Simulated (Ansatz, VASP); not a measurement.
## Two plane-wave programs on Ga

INCAR

```
SYSTEM = Ga
PREC = Accurate
ENCUT = 520
EDIFF = 1E-8
ISMEAR = -1
SIGMA = 0.05
LREAL = .False.
LASPH = .True.
NELM = 100
ALGO = Normal
ISIF = 2
LWAVE = .False.
LCHARG = .False.
GGA = PE
LEFG = .True.
NBANDS = 20
```

The input KPOINTS:

```
regular mesh
0
Gamma
  18 18 10
  0 0 0
```

File POSCAR:

```
Ga
1.0
    2.9500881197      0.0000000000      0.0000000000
   -1.4750440598      2.5548512550      0.0000000000
    0.0000000000      0.0000000000      4.7676065732
Ga
2
Direct
    0.3333333333      0.6666666667      0.2500000000
    0.6666666667      0.3333333333      0.7500000000
```

Input for Ansatz:

```yaml
crystal:
  lattice:
    - [2.9500881197, 0.0, 0.0]
    - [-1.4750440598, 2.554851255, 0.0]
    - [0.0, 0.0, 4.7676065732]
  atoms:
    - { symbol: Ga, position: [0.3333333333, 0.6666666667, 0.25] }
    - { symbol: Ga, position: [0.6666666667, 0.3333333333, 0.75] }
kpoints:
  mp_grid: { grid: [18, 18, 10] }
scf:
  occupations: { method: fermi_dirac, width: 0.05 }
hamiltonian:
  xc: pbe
  pseudopotentials: { kind: paw }
output:
  forces: true
  stress: true
  eigenvalues: true
  efg: { contact_densities: true }
```

Change from the starting cell: volume scaled by 0.9405, PAW files.

Alike in both runs: task electric field gradients; functional PBE; k mesh 18 × 18 × 10; occupations fermi-dirac, width 0.05 eV; no spin polarisation.

```csv
,VASP,Ansatz
version,VASP 6.6.1,Ansatz 0.2.0
potentials or method,"VASP PAW PBE potentials, release 64 (Ga_d)","PAW with Ansatz's default frozen-core files, scalar-relativistic"
plane-wave cutoff (eV),520,420
valence electrons in the cell,26,26
```

Ansatz gave:

```
pressure (GPa)                                                 : 3.3
Vzz of the field gradient on the site that differs most (V/Å²) : -2.1
```

Task: Which values does VASP return?

Result: Pressure (GPa): 3.4; Vzz of the field gradient on the site that differs most (V/Å²): -2.1.
